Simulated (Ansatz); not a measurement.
Rocksalt MgS was relaxed with r2SCAN, strained in 3 ways (changes of length per length), its atoms relaxed again with r2SCAN, and run with r2SCAN in Ansatz 0.2.0. (Simulation; spin polarisation is off.)

Xy shear, engineering strain (angle) +4.37 %. Input:
```yaml
crystal:
  lattice:
    - [0.0568431669, 2.601517937, 2.601517937]
    - [2.601517937, 0.0568431669, 2.601517937]
    - [2.6583611039, 2.6583611039, 0.0]
  atoms:
    - { symbol: Mg, position: [0.0, 0.0, 0.0] }
    - { symbol: S, position: [0.5, 0.5, 0.5] }
kpoints:
  mp_grid: { grid: [8, 8, 8] }
  band_path:
    path:
      - [0.0, 0.0, 0.0]
      - [0.5, 0.0, 0.5]
      - [0.625, 0.25, 0.625]
      - [0.375, 0.375, 0.75]
      - [0.5, 0.5, 0.5]
      - [0.5, 0.25, 0.75]
    npoints: 1
hamiltonian:
  xc: r2scan
scf:
  occupations: { method: fixed }
  n_extra_bands: 4
output:
  forces: true
  stress: true
  eigenvalues: true
```

Main results, then levels in eV from the Fermi energy at the points of the path (names of the unstrained zone, bands numbered from 0):
```
Crystal: 2 atoms, lattice volume = 35.197 Å³
Basis set: ecut = 500 eV, 889 PW (Γ)
Symmetry: 8 space group operations
Space group: Immm (ITA 71)
k-points: 95 of 512
Free energy (F): -2835.563370 eV
Fermi energy:    6.383986 eV
--- Stress (GPa, compression-positive) ---
        0.104446      -2.644540       0.000000
       -2.644540       0.104446       0.000000
        0.000000       0.000000      -0.073197
  P = ⅓ Tr σ = 0.0452 GPa (0.452 kbar)
```
```tsv
point	band_4	band_5	band_6	band_7	band_8	band_9	band_10
Γ	-13.404	-0.415	-0.223	0.000	4.391	7.905	8.309
X	-11.677	-4.482	-1.942	-1.937	3.251	4.691	12.768
U	-11.679	-3.969	-3.413	-1.615	4.345	7.097	10.035
K	-11.718	-3.992	-3.547	-1.350	4.591	6.728	10.407
L	-12.118	-5.164	-0.825	-0.633	5.148	7.327	7.606
W	-11.636	-3.503	-3.495	-2.546	5.671	8.133	8.384
```

With r2SCAN the valence top lies at Γ and the conduction bottom at X (-1/2, -1/2, 0), 3.16 eV higher; the smallest vertical gap, at Γ, is 4.39 eV. The mean stress is close to zero (0.05 GPa).

Biaxial +4.46 % in x and y, z held. These blocks change:
```yaml
crystal:
  lattice:
    - [0.0, 2.717545637, 2.601517937]
    - [2.717545637, 0.0, 2.601517937]
    - [2.717545637, 2.717545637, 0.0]
  atoms:
    - { symbol: Mg, position: [0.0, 0.0, 0.0] }
    - { symbol: S, position: [0.5, 0.5, 0.5] }
```

```
Crystal: 2 atoms, lattice volume = 38.425 Å³
Basis set: ecut = 500 eV, 941 PW (Γ)
Symmetry: 16 space group operations
Space group: I4/mmm (ITA 139)
k-points: 59 of 512
Free energy (F): -2835.503227 eV
Fermi energy:    5.263513 eV
--- Stress (GPa, compression-positive) ---
       -6.562294       0.000000       0.000000
        0.000000      -6.562294       0.000000
        0.000000       0.000000      -3.621101
  P = ⅓ Tr σ = -5.5819 GPa (-55.819 kbar)
```
```tsv
point	band_4	band_5	band_6	band_7	band_8	band_9	band_10
Γ	-12.777	-0.206	0.000	0.000	3.884	8.328	8.328
X	-11.383	-3.897	-1.727	-1.357	3.290	5.140	12.035
U	-11.363	-3.414	-2.968	-1.238	4.453	7.209	9.953
K	-11.291	-3.422	-2.902	-1.406	4.202	6.956	9.980
L	-11.650	-4.491	-0.645	-0.548	4.988	7.103	7.582
W	-11.285	-3.028	-3.012	-2.070	5.384	8.193	8.283
```

With r2SCAN the valence top lies at Γ and the conduction bottom at X (-1/2, -1/2, 0), 3.10 eV higher; the smallest vertical gap, at Γ, is 3.88 eV. The mean pressure at these positions is -5.58 GPa, compression counted positive.

Epitaxial -3.88 % in the xy plane, free normal strain +2.44 %. These blocks change:
```yaml
crystal:
  lattice:
    - [0.0, 2.5005790411, 2.6649434144]
    - [2.5005790411, 0.0, 2.6649434144]
    - [2.5005790411, 2.5005790411, 0.0]
  atoms:
    - { symbol: Mg, position: [0.0, 0.0, 0.0] }
    - { symbol: S, position: [0.5, 0.5, 0.5] }
```

```
Crystal: 2 atoms, lattice volume = 33.327 Å³
Basis set: ecut = 500 eV, 869 PW (Γ)
Symmetry: 16 space group operations
Space group: I4/mmm (ITA 139)
k-points: 59 of 512
Free energy (F): -2835.510077 eV
Fermi energy:    6.957227 eV
--- Stress (GPa, compression-positive) ---
        8.497674       0.000000       0.000000
        0.000000       8.497674       0.000000
        0.000000       0.000000       0.006065
  P = ⅓ Tr σ = 5.6671 GPa (56.671 kbar)
```
```tsv
point	band_4	band_5	band_6	band_7	band_8	band_9	band_10
Γ	-13.677	-0.232	-0.232	0.000	4.956	7.841	8.551
X	-11.672	-4.690	-2.390	-1.813	3.335	4.531	13.295
U	-11.715	-4.169	-3.564	-1.742	4.375	7.077	10.417
K	-11.870	-4.187	-3.612	-1.467	4.775	7.577	10.480
L	-12.183	-5.338	-0.961	-0.734	5.069	7.172	7.778
W	-11.753	-3.646	-3.590	-2.793	6.184	8.555	8.858
```

r2SCAN gives an indirect gap of 3.34 eV, from Γ to X; the least direct gap is 4.96 eV at Γ. The mean pressure at these positions is +5.67 GPa, compression counted positive.
